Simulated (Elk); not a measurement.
Planning a run of Elk 11.2.3 (patched build) on AlP (F-43m). The input:

```
tasks
  185
  186
  187

xctype
  20

rgkmax
  8.5

gmaxvr
  18.0

lmaxapw
  10

lmaxo
  8

nxlo
  2

lorbcnd
  .true.

autolinengy
  .true.

tshift
  .false.

ngridk
  4 4 4

vkloff
  0.05 0.15 0.25

nempty
  10

swidth
  0.00551

scissor
  0.03957

gmaxrf
  2.5

wplot
  266 100 0
  0.0 0.4894

optcomp
  1 1
  2 2
  3 3

nvbse
  3

ncbse
  3

bsefull
  .true.

sppath
  './'

avec
  -0.0000000000 5.1712047621 5.1712047621
  5.1712047621 -0.0000000000 5.1712047621
  5.1712047621 5.1712047621 -0.0000000000

atoms
  2
  'Al.in'
  1
  0.0000000000 0.0000000000 0.0000000000
  'P.in'
  1
  0.7500000000 0.7500000000 0.7500000000
```

```sh
OMP_NUM_THREADS=8 elk > log
```

Estimate wall time and host memory on 8 threads of Arm Neoverse V2, shared host.

It took 37 s; on shared hardware allow 18 s to 73 s. Peak host memory was 0.28 GiB.

The matrix is small, so building the kernel's matrix elements and any screening outweighs its diagonalisation.

[Paths, hosts, dates, memory and timing lines, banners, echoed tables and standing remarks are left out of the program output.]

[Logs are printed without paths, hosts, clocks, repeated set-up lines and the standing remarks that a program may print on its own settings, such as how far it seeks lower states.]

[Runs of the session that timed out or met a known fault of the program may be left out.]

[Hosts, paths, dates, database ids (printed as entryN), source tags and the programs' standing remarks are cut or masked in the printed files.]
